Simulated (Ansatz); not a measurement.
**Residual resistivity of an alloy: Mo(100) with 4 layers of random Mo-Pt, 2x2**

How strongly does chemical disorder scatter in Mo(100) with 4 layers of random Mo-Pt, 2x2?

Program: Ansatz 0.2.0. Level of theory: Ansatz plane-wave DFT, PBE, PAW files; ballistic transport by layer matching (Landauer), zero bias; PAW set soft_1. Results are calculated unless marked as measured.

**1. Starting point**

The cell holds 56 atoms: 48 Mo and 8 Pt. Cell: a = 6.294 Å, b = 6.294 Å, c = 22.029 Å, α = 90.0°, β = 90.0°, γ = 90.0°. It derives from Mo. Regions: lead, 40 atoms (40 Mo); scattering region, 16 atoms (8 Pt and 8 Mo). The structure is stacked along c, and the current runs across the ab planes.

**2. With 4 alloy layers**

In 4 layers a share of 0.5 of the sites is given to Pt at random. The layers about the cell's end stay perfect and serve as the lead. Disorder leaves little or no symmetry, which makes such runs dear. Energies from -0.05 to 0.05 eV in steps of 0.05 eV are too few for the program's thermal sum, so it prints no conductance; for a metal the transmission near the Fermi level serves, at a fraction of the cost.

input.yaml reads:

```yaml
crystal:
  lattice:
    - [6.294, 0.0, 0.0]
    - [0.0, 6.294, 0.0]
    - [0.0, 0.0, 22.029]
  atoms:
    - { symbol: Mo, position: [0.0, 0.0, 0.0357142857] }
    - { symbol: Mo, position: [0.0, 0.5, 0.0357142857] }
    - { symbol: Mo, position: [0.5, 0.0, 0.0357142857] }
    - { symbol: Mo, position: [0.5, 0.5, 0.0357142857] }
    - { symbol: Mo, position: [0.25, 0.25, 0.1071428571] }
    - { symbol: Mo, position: [0.25, 0.75, 0.1071428571] }
    - { symbol: Mo, position: [0.75, 0.25, 0.1071428571] }
    - { symbol: Mo, position: [0.75, 0.75, 0.1071428571] }
    - { symbol: Mo, position: [0.0, 0.0, 0.1785714286] }
    - { symbol: Mo, position: [0.0, 0.5, 0.1785714286] }
    - { symbol: Mo, position: [0.5, 0.0, 0.1785714286] }
    - { symbol: Mo, position: [0.5, 0.5, 0.1785714286] }
    - { symbol: Mo, position: [0.25, 0.25, 0.25] }
    - { symbol: Mo, position: [0.25, 0.75, 0.25] }
    - { symbol: Mo, position: [0.75, 0.25, 0.25] }
    - { symbol: Mo, position: [0.75, 0.75, 0.25] }
    - { symbol: Mo, position: [0.0, 0.0, 0.3214285714] }
    - { symbol: Mo, position: [0.0, 0.5, 0.3214285714] }
    - { symbol: Mo, position: [0.5, 0.0, 0.3214285714] }
    - { symbol: Mo, position: [0.5, 0.5, 0.3214285714] }
    - { symbol: Pt, position: [0.25, 0.25, 0.3928571429] }
    - { symbol: Mo, position: [0.25, 0.75, 0.3928571429] }
    - { symbol: Mo, position: [0.75, 0.25, 0.3928571429] }
    - { symbol: Mo, position: [0.75, 0.75, 0.3928571429] }
    - { symbol: Pt, position: [0.0, 0.0, 0.4642857143] }
    - { symbol: Mo, position: [0.0, 0.5, 0.4642857143] }
    - { symbol: Pt, position: [0.5, 0.0, 0.4642857143] }
    - { symbol: Pt, position: [0.5, 0.5, 0.4642857143] }
    - { symbol: Pt, position: [0.25, 0.25, 0.5357142857] }
    - { symbol: Mo, position: [0.25, 0.75, 0.5357142857] }
    - { symbol: Mo, position: [0.75, 0.25, 0.5357142857] }
    - { symbol: Mo, position: [0.75, 0.75, 0.5357142857] }
    - { symbol: Pt, position: [0.0, 0.0, 0.6071428571] }
    - { symbol: Pt, position: [0.0, 0.5, 0.6071428571] }
    - { symbol: Mo, position: [0.5, 0.0, 0.6071428571] }
    - { symbol: Pt, position: [0.5, 0.5, 0.6071428571] }
    - { symbol: Mo, position: [0.25, 0.25, 0.6785714286] }
    - { symbol: Mo, position: [0.25, 0.75, 0.6785714286] }
    - { symbol: Mo, position: [0.75, 0.25, 0.6785714286] }
    - { symbol: Mo, position: [0.75, 0.75, 0.6785714286] }
    - { symbol: Mo, position: [0.0, 0.0, 0.75] }
    - { symbol: Mo, position: [0.0, 0.5, 0.75] }
    - { symbol: Mo, position: [0.5, 0.0, 0.75] }
    - { symbol: Mo, position: [0.5, 0.5, 0.75] }
    - { symbol: Mo, position: [0.25, 0.25, 0.8214285714] }
    - { symbol: Mo, position: [0.25, 0.75, 0.8214285714] }
    - { symbol: Mo, position: [0.75, 0.25, 0.8214285714] }
    - { symbol: Mo, position: [0.75, 0.75, 0.8214285714] }
    - { symbol: Mo, position: [0.0, 0.0, 0.8928571429] }
    - { symbol: Mo, position: [0.0, 0.5, 0.8928571429] }
    - { symbol: Mo, position: [0.5, 0.0, 0.8928571429] }
    - { symbol: Mo, position: [0.5, 0.5, 0.8928571429] }
    - { symbol: Mo, position: [0.25, 0.25, 0.9642857143] }
    - { symbol: Mo, position: [0.25, 0.75, 0.9642857143] }
    - { symbol: Mo, position: [0.75, 0.25, 0.9642857143] }
    - { symbol: Mo, position: [0.75, 0.75, 0.9642857143] }
kpoints:
  mp_grid: { grid: [4, 4, 1] }
hamiltonian:
  xc: pbe
  pseudopotentials: { kind: paw, azcp: { folder: soft_1 } }
scf:
  occupations: { method: fermi_dirac, width: 0.1 }
output:
  transmission: { leads: [[0, 4]], kmesh: [8, 8], e_range: [-0.05, 0.05], de: 0.05 }
  write_potential: true
  write_density: true
  volumetric_format: npy
```

Command:

```bash
> ansatz run input.yaml --threads 8 --pin off --max-ram 15360MiB --backend cpu --events-out ev --progress --plain --runs-dir out
```

Numbers of over 12 decimals in the logs are rounded to 6 here.

The program printed:

```text
Engine: ansatz 0.2.0, x86_64-unknown-linux-gnu
Pseudopotentials: kind: paw
Pseudopotential: Mo, paw, valence charge 14, recommended cutoff 420 eV (normal), soft_1/Mo.paw.azcp
Pseudopotential: Pt, paw, valence charge 18, recommended cutoff 420 eV (normal), soft_1/Pt.paw.azcp
Functional definition: PBE
  parameter kappa = 0.804
  parameter beta = 0.066725
  exchange = pbe_x(kappa = kappa, mu = beta*pi^2/3)
  correlation = pbe_c(beta = beta)
Crystal: 56 atoms, lattice volume = 872.666 Å³
Basis set: ecut = 420 eV, 17109 PW (Γ)
Bands: 490, of which v1, the nominal top of the filled ones, is band 408 counted from 1 (407 counted from 0)
Symmetry: 2 space group operations
Space group: Cm (ITA 8), of the structure as read, at distance tolerance 9.6e-5 Å
k-points: 7 of 16 (time reversal used)
Non-local potential: Mo, projectors of the file, l = 0: 3, l = 1: 2, l = 2: 2, l = 3: 1
Non-local potential: Pt, projectors of the file, l = 0: 3, l = 1: 2, l = 2: 2, l = 3: 1
PAW form: soft (Blöchl's): semilocal exchange-correlation on the pseudo side does not see the compensation charge
PAW one-centre angular grid: Mo, 590 points (default); XC on 64 Gauss nodes
PAW one-centre angular grid: Pt, 590 points (default); XC on 64 Gauss nodes
Initial density: superposition of atomic densities (chi_scale 0.1, normalization cell, long waves of neutral atoms (reshape's long-wave potential 2.44 eV rms, cloud 2.90 Å wide))
Initial wavefunctions: pseudopotential atomic-orbital guess
Functional: x = pbe(κ = 0.804, μ = 0.219515), c = pbe(β = 0.066725)
SCF iter   1: F=—  HF=-338138.741120 eV  |F-HF|=—  |Δ(HF+E_count)|=         —  Δρ=1.43e-1  dr2=1.93e3  ethr=3.10e-3  ⟨swp⟩=5.1  Hψ=10393  notcnv=0
preconditioner: auto → Kerker (q_TF=auto, 2.698 Å⁻¹)  [metal: Δε(μ)=0.018 eV  Ē_g=4.729 eV  σ=0.100 eV  W_gap=0.05  n_scr=294 (ndim 8)  ℏωp=24.1 eV  f_vac=0.000  D(μ)=48.87/eV (n_scr^D=474)]
SCF iter   2: F=—  HF=-338101.234463 eV  |F-HF|=—  |Δ(HF+E_count)|=    3.75e1  Δρ=7.30e-2  dr2=6.17e2  ethr=3.10e-3  ⟨swp⟩=2.6  Hψ=6993  notcnv=0
SCF iter   3: F=—  HF=-338087.820682 eV  |F-HF|=—  |Δ(HF+E_count)|=    1.34e1  Δρ=1.65e-2  dr2=1.70e1  ethr=3.10e-3  ⟨swp⟩=4.0  Hψ=10181  notcnv=0
SCF iter   4: F=—  HF=-338087.016559 eV  |F-HF|=—  |Δ(HF+E_count)|=   8.04e-1  Δρ=3.93e-3  dr2=3.55e0  ethr=2.08e-3  ⟨swp⟩=2.0  Hψ=3903  notcnv=0
SCF iter   5: F=—  HF=-338086.922692 eV  |F-HF|=—  |Δ(HF+E_count)|=   9.39e-2  Δρ=1.74e-3  dr2=2.62e-1  ethr=4.35e-4  ⟨swp⟩=1.6  Hψ=3810  notcnv=0
SCF iter   6: F=—  HF=-338086.913779 eV  |F-HF|=—  |Δ(HF+E_count)|=   8.91e-3  Δρ=5.92e-4  dr2=8.94e-3  ethr=3.21e-5  ⟨swp⟩=1.1  Hψ=3505  notcnv=0
SCF iter   7: F=—  HF=-338086.913172 eV  |F-HF|=—  |Δ(HF+E_count)|=   6.07e-4  Δρ=1.26e-4  dr2=3.50e-4  ethr=1.10e-6  ⟨swp⟩=2.0  Hψ=4737  notcnv=0
SCF iter   8: F=—  HF=-338086.913094 eV  |F-HF|=—  |Δ(HF+E_count)|=   7.75e-5  Δρ=2.42e-5  dr2=8.51e-6  ethr=4.29e-8  ⟨swp⟩=2.0  Hψ=4795  notcnv=0
SCF iter   9: F=—  HF=-338086.912169 eV  |F-HF|=—  |Δ(HF+E_count)|=   9.25e-4  Δρ=6.34e-6  dr2=7.26e-7  ethr=1.04e-9  ⟨swp⟩=2.0  Hψ=6415  notcnv=0
SCF iter  10: F=-338086.912169 eV  HF=-338086.912169 eV  |F-HF|=3.11e-8  |Δ(HF+E_count)|=   9.11e-8  Δρ=1.26e-6  dr2=3.81e-8  ethr=1.23e-11  ⟨swp⟩=6.9  Hψ=9619  notcnv=0
SCF 1 converged in 10 iterations: F = -338086.912169 eV  dr2 = 3.81e-8
  greatest PAW one-centre occupation: 1.000 electrons in one spin orbital (limit 2), on the Pt atom at site 33 (counted from 0), in its partial waves of l = 0
transmission: 90 of 882 steps passed
transmission: 180 of 882 steps passed
[...]
transmission: 882 of 882 steps passed
SCF converged after 10 iterations
Free energy (F): -338086.912169 eV
Harris-Foulkes:  -338086.912169 eV  (|F-HF|=3.11e-8)
Internal energy: -338085.240623 eV  (E = F + TS)
E sigma→0 (E₀):  -338086.076396 eV
Entropy (-TS):   -1.671546 eV (-29.849 meV/atom)
Fermi energy:    21.403048 eV
--- Per-component energies (eV) ---
  E_band       = -3794.342413
  E_kinetic    = 25051.298938
  E_local      = -53776.375646  (includes V_loc(G=0)·N_el)
  E_nonlocal   = 8741.937225
  E_hartree    = 19568.000805
  E_xc         = -10328.109793
  E_vxc        = -12731.368321  (∫ρ·V_xc dr)
  E_paw        = -230040.888243  (= ΣΔE_a)
  E_vpaw       = -10215.858278  (= ΣTr[D̂ρ^β])
  E_aug_tail   = 0.011253  (compensation charges beyond the density's cutoff)
  E_ewald      = -97301.115163
  E_smearing   = -1.671546  (= −TS)
  E_closure    = -0.000000  (closes the sum)
  Σ components = -338086.912169   (vs F -338086.912169, Δ=0.00e0)
--- Band table (eV; the first three rows and the last of 7) ---
  k-point 0: bands = [... 404 lower, 21.4142, 21.4670, 21.5140, 21.5203, 21.5372, 21.6007, 21.6172, 21.6613, ... 78 higher]
  k-point 1: bands = [... 404 lower, 21.3044, 21.3221, 21.3365, 21.3817, 21.3944, 21.4031, 21.4574, 21.4785, ... 78 higher]
  k-point 2: bands = [... 404 lower, 21.1421, 21.2252, 21.2580, 21.3187, 21.4598, 21.5055, 21.5196, 21.5648, ... 78 higher]
  k-point 6: bands = [... 404 lower, 21.3040, 21.3366, 21.4015, 21.4325, 21.4808, 21.5083, 21.5417, 21.5759, ... 78 higher]
--- Transmission ---
  basis      : 349 plane waves across, 42 finite elements along
  points     : 21, standing for a mesh of 8 x 8
  energies   : 3 from -0.050000 to 0.050000 eV about the Fermi level, 0.050000 eV apart; the leads are filled to 0.000000 eV, and channels, transmission and decay are at 0.000000 eV
  crystal 0  : Mo4, at the sites [0, 4], period 1.5735 Å, over 15.73 Å; its Hamiltonian steps by up to 29.2 meV: too much for a lead, lay more layers or, if its atoms are ordered, name the step of that order
    offset         : up to 0.0000 Å between an atom of the period and one for which it stands
    channels       : 6.593750e0 a spin
    conductance    : none, the energies end too early or step too widely for 300 K: set another output.transmission.e_range or a lower de, or, where they end at an eighth of basis.ecutwfc, a higher one
    slowest decay  : 0.0480 /Å at (0.5000, 0.3750)
  junction   : crystal 0 to crystal 0, 0.70 to 21.15 Å
    transmission   : 2.831954e0 a spin
    conductance    : none, the energies end too early or step too widely for 300 K: set another output.transmission.e_range or a lower de, or, where they end at an eighth of basis.ecutwfc, a higher one
```

Elapsed: 2.6 min, on 8 threads of Intel Xeon 6975P-C (Granite Rapids), shared host; peak memory 8.5 GiB; 13 min of CPU time.

Numbers from this step:

- free energy: -338086.9122 eV
- energy at zero smearing: -338086.0764 eV
- Fermi energy: 21.40 eV
- cell area: 39.61 Å²
- transmission per spin nearest the Fermi level: 2.832
- open channels per spin nearest the Fermi level: 6.594
- step of the lead's potential: 29.2 meV

Per spin. The transmission, zone mean by energy, zero at the Fermi level:

```csv
energy (eV),"transmission, zone mean"
-0.0500,2.88
0.0000,2.83
0.0500,2.88
```

Per spin. Open channels, zone mean, lead against energy, zero at the Fermi level:

```csv
energy (eV),"open channels, zone mean, lead"
-0.0500,6.59
0.0000,6.59
0.0500,6.84
```

Transmission over k1 and k2. At 0.0000 eV from the Fermi level.

Ten even steps from '_' (0.00) to '@' (6.74):
```
____..----::..__
::..--**@@**::..
::--**@@@@@@**::
::--@@@@@@@@@@--
::::**@@@@@@**--
::..::**@@**--..
____..::----..__
____::::::::::__
```
Columns: k1 (b1) from -0.5 to 0.375; rows upwards: k2 (b2) from -0.5 to 0.375.

Open channels over k1 and k2. At 0.0000 eV from the Fermi level.

Ten even steps from '_' (0.0) to '@' (15.0):
```
____..--==--..__
::..--##@@##--..
::--##@@@@@@##--
::==@@@@@@@@@@==
::--##@@@@@@##--
::..--##@@##--..
____..--==--..__
____::::::::::__
```
Columns: k1 (b1) from -0.5 to 0.375; rows upwards: k2 (b2) from -0.5 to 0.375.

Over the solved energies the transmission per spin lies between 2.83 and 2.88, out of 6.68 channels of the lead on average (up to 6.84). The log calls the step of a lead's potential too much.

**3. With 8 alloy layers**

In 8 layers a share of 0.5 of the sites is given to Pt at random. A fresh draw is used; the growth of the resistance with length is what counts.

System of this step: Mo(100) with 8 layers of random Mo-Pt, 2x2. The cell holds 72 atoms: 56 Mo and 16 Pt. Its edges and angles: a = 6.294 Å, b = 6.294 Å, c = 28.323 Å, α = 90.0°, β = 90.0°, γ = 90.0°. It derives from Mo. Regions: lead, 40 atoms (40 Mo); scattering region, 32 atoms (16 Mo and 16 Pt). The structure is stacked along c, and the current runs across the ab planes.

input.yaml reads:

```yaml
crystal:
  lattice:
    - [6.294, 0.0, 0.0]
    - [0.0, 6.294, 0.0]
    - [0.0, 0.0, 28.323]
  atoms:
    - { symbol: Mo, position: [0.0, 0.0, 0.0277777778] }
    - { symbol: Mo, position: [0.0, 0.5, 0.0277777778] }
    - { symbol: Mo, position: [0.5, 0.0, 0.0277777778] }
    - { symbol: Mo, position: [0.5, 0.5, 0.0277777778] }
    - { symbol: Mo, position: [0.25, 0.25, 0.0833333333] }
    - { symbol: Mo, position: [0.25, 0.75, 0.0833333333] }
    - { symbol: Mo, position: [0.75, 0.25, 0.0833333333] }
    - { symbol: Mo, position: [0.75, 0.75, 0.0833333333] }
    - { symbol: Mo, position: [0.0, 0.0, 0.1388888889] }
    - { symbol: Mo, position: [0.0, 0.5, 0.1388888889] }
    - { symbol: Mo, position: [0.5, 0.0, 0.1388888889] }
    - { symbol: Mo, position: [0.5, 0.5, 0.1388888889] }
    - { symbol: Mo, position: [0.25, 0.25, 0.1944444444] }
    - { symbol: Mo, position: [0.25, 0.75, 0.1944444444] }
    - { symbol: Mo, position: [0.75, 0.25, 0.1944444444] }
    - { symbol: Mo, position: [0.75, 0.75, 0.1944444444] }
    - { symbol: Mo, position: [0.0, 0.0, 0.25] }
    - { symbol: Mo, position: [0.0, 0.5, 0.25] }
    - { symbol: Mo, position: [0.5, 0.0, 0.25] }
    - { symbol: Mo, position: [0.5, 0.5, 0.25] }
    - { symbol: Mo, position: [0.25, 0.25, 0.3055555556] }
    - { symbol: Mo, position: [0.25, 0.75, 0.3055555556] }
    - { symbol: Mo, position: [0.75, 0.25, 0.3055555556] }
    - { symbol: Pt, position: [0.75, 0.75, 0.3055555556] }
    - { symbol: Pt, position: [0.0, 0.0, 0.3611111111] }
    - { symbol: Mo, position: [0.0, 0.5, 0.3611111111] }
    - { symbol: Pt, position: [0.5, 0.0, 0.3611111111] }
    - { symbol: Mo, position: [0.5, 0.5, 0.3611111111] }
    - { symbol: Pt, position: [0.25, 0.25, 0.4166666667] }
    - { symbol: Pt, position: [0.25, 0.75, 0.4166666667] }
    - { symbol: Mo, position: [0.75, 0.25, 0.4166666667] }
    - { symbol: Pt, position: [0.75, 0.75, 0.4166666667] }
    - { symbol: Mo, position: [0.0, 0.0, 0.4722222222] }
    - { symbol: Mo, position: [0.0, 0.5, 0.4722222222] }
    - { symbol: Mo, position: [0.5, 0.0, 0.4722222222] }
    - { symbol: Pt, position: [0.5, 0.5, 0.4722222222] }
    - { symbol: Pt, position: [0.25, 0.25, 0.5277777778] }
    - { symbol: Pt, position: [0.25, 0.75, 0.5277777778] }
    - { symbol: Pt, position: [0.75, 0.25, 0.5277777778] }
    - { symbol: Pt, position: [0.75, 0.75, 0.5277777778] }
    - { symbol: Mo, position: [0.0, 0.0, 0.5833333333] }
    - { symbol: Mo, position: [0.0, 0.5, 0.5833333333] }
    - { symbol: Pt, position: [0.5, 0.0, 0.5833333333] }
    - { symbol: Pt, position: [0.5, 0.5, 0.5833333333] }
    - { symbol: Pt, position: [0.25, 0.25, 0.6388888889] }
    - { symbol: Mo, position: [0.25, 0.75, 0.6388888889] }
    - { symbol: Mo, position: [0.75, 0.25, 0.6388888889] }
    - { symbol: Mo, position: [0.75, 0.75, 0.6388888889] }
    - { symbol: Mo, position: [0.0, 0.0, 0.6944444444] }
    - { symbol: Mo, position: [0.0, 0.5, 0.6944444444] }
    - { symbol: Pt, position: [0.5, 0.0, 0.6944444444] }
    - { symbol: Pt, position: [0.5, 0.5, 0.6944444444] }
    - { symbol: Mo, position: [0.25, 0.25, 0.75] }
    - { symbol: Mo, position: [0.25, 0.75, 0.75] }
    - { symbol: Mo, position: [0.75, 0.25, 0.75] }
    - { symbol: Mo, position: [0.75, 0.75, 0.75] }
    - { symbol: Mo, position: [0.0, 0.0, 0.8055555556] }
    - { symbol: Mo, position: [0.0, 0.5, 0.8055555556] }
    - { symbol: Mo, position: [0.5, 0.0, 0.8055555556] }
    - { symbol: Mo, position: [0.5, 0.5, 0.8055555556] }
    - { symbol: Mo, position: [0.25, 0.25, 0.8611111111] }
    - { symbol: Mo, position: [0.25, 0.75, 0.8611111111] }
    - { symbol: Mo, position: [0.75, 0.25, 0.8611111111] }
    - { symbol: Mo, position: [0.75, 0.75, 0.8611111111] }
    - { symbol: Mo, position: [0.0, 0.0, 0.9166666667] }
    - { symbol: Mo, position: [0.0, 0.5, 0.9166666667] }
    - { symbol: Mo, position: [0.5, 0.0, 0.9166666667] }
    - { symbol: Mo, position: [0.5, 0.5, 0.9166666667] }
    - { symbol: Mo, position: [0.25, 0.25, 0.9722222222] }
    - { symbol: Mo, position: [0.25, 0.75, 0.9722222222] }
    - { symbol: Mo, position: [0.75, 0.25, 0.9722222222] }
    - { symbol: Mo, position: [0.75, 0.75, 0.9722222222] }
kpoints:
  mp_grid: { grid: [4, 4, 1] }
hamiltonian:
  xc: pbe
  pseudopotentials: { kind: paw, azcp: { folder: soft_1 } }
scf:
  occupations: { method: fermi_dirac, width: 0.1 }
output:
  transmission: { leads: [[0, 4]], kmesh: [8, 8], e_range: [-0.05, 0.05], de: 0.05 }
  write_potential: true
  write_density: true
  volumetric_format: npy
```

The program printed:

```text
[...]
Crystal: 72 atoms, lattice volume = 1122.000 Å³
Basis set: ecut = 420 eV, 21955 PW (Γ)
Bands: 644, of which v1, the nominal top of the filled ones, is band 536 counted from 1 (535 counted from 0)
Symmetry: 1 space group operations
[...]
k-points: 10 of 16 (time reversal used)
[...]
SCF iter   1: F=—  HF=-478001.534633 eV  |F-HF|=—  |Δ(HF+E_count)|=         —  Δρ=1.45e-1  dr2=4.82e3  ethr=3.10e-3  ⟨swp⟩=5.0  Hψ=19499  notcnv=0
[...]
SCF iter  11: F=-477933.016449 eV  HF=-477933.016449 eV  |F-HF|=7.45e-9  |Δ(HF+E_count)|=   1.10e-8  Δρ=3.97e-7  dr2=8.41e-9  ethr=9.33e-12  ⟨swp⟩=6.7  Hψ=14168  notcnv=0
SCF 1 converged in 11 iterations: F = -477933.016449 eV  dr2 = 8.41e-9
[...]
transmission: 195 of 1904 steps passed
transmission: 381 of 1904 steps passed
[...]
transmission: 1904 of 1904 steps passed
SCF converged after 11 iterations
Free energy (F): -477933.016449 eV
[...]
Internal energy: -477930.863556 eV  (E = F + TS)
E sigma→0 (E₀):  -477931.940002 eV
Entropy (-TS):   -2.152893 eV (-29.901 meV/atom)
Fermi energy:    21.521654 eV
[...]
--- Band table (eV; the first three rows and the last of 10) ---
  k-point 0: bands = [... 532 lower, 21.5175, 21.5599, 21.5834, 21.6145, 21.6281, 21.6524, 21.7134, 21.7348, ... 104 higher]
  k-point 1: bands = [... 532 lower, 21.4417, 21.4626, 21.4715, 21.4886, 21.5186, 21.5300, 21.5573, 21.5752, ... 104 higher]
  k-point 2: bands = [... 532 lower, 21.3490, 21.3914, 21.4179, 21.5152, 21.5365, 21.5626, 21.5947, 21.6320, ... 104 higher]
  k-point 9: bands = [... 532 lower, 21.4576, 21.4770, 21.5899, 21.6284, 21.6538, 21.6918, 21.7546, 21.7819, ... 104 higher]
--- Transmission ---
  basis      : 349 plane waves across, 56 finite elements along
  points     : 34, standing for a mesh of 8 x 8
[...]
channels       : 6.593750e0 a spin
[...]
slowest decay  : 0.0471 /Å at (0.5000, 0.3750)
  junction   : crystal 0 to crystal 0, 0.70 to 27.45 Å
    transmission   : 2.049792e0 a spin
[...]
```

Run time: 6.4 min. Hardware: 8 threads; peak memory 8.4 GiB; 37 min of CPU time.

This step gave:

- free energy: -477933.0164 eV
- energy at zero smearing: -477931.9400 eV
- Fermi energy: 21.52 eV
- transmission per spin nearest the Fermi level: 2.050
- step of the lead's potential: 21.3 meV

Per spin. Table of transmission, zone mean by energy, zero at the Fermi level:

```csv
energy (eV),"transmission, zone mean"
-0.0500,2.08
0.0000,2.05
0.0500,2.04
```

Over the solved energies the transmission per spin lies between 2.04 and 2.08, out of 6.68 channels of the lead on average (up to 6.84).

[end of part 1 of 2]

[Logs are printed without paths, hosts, clocks, repeated set-up lines and the standing remarks that a program may print on its own settings, such as how far it seeks lower states.]

[Hosts, paths, dates, database ids (printed as entryN), source tags and the programs' standing remarks are cut or masked in the printed files.]
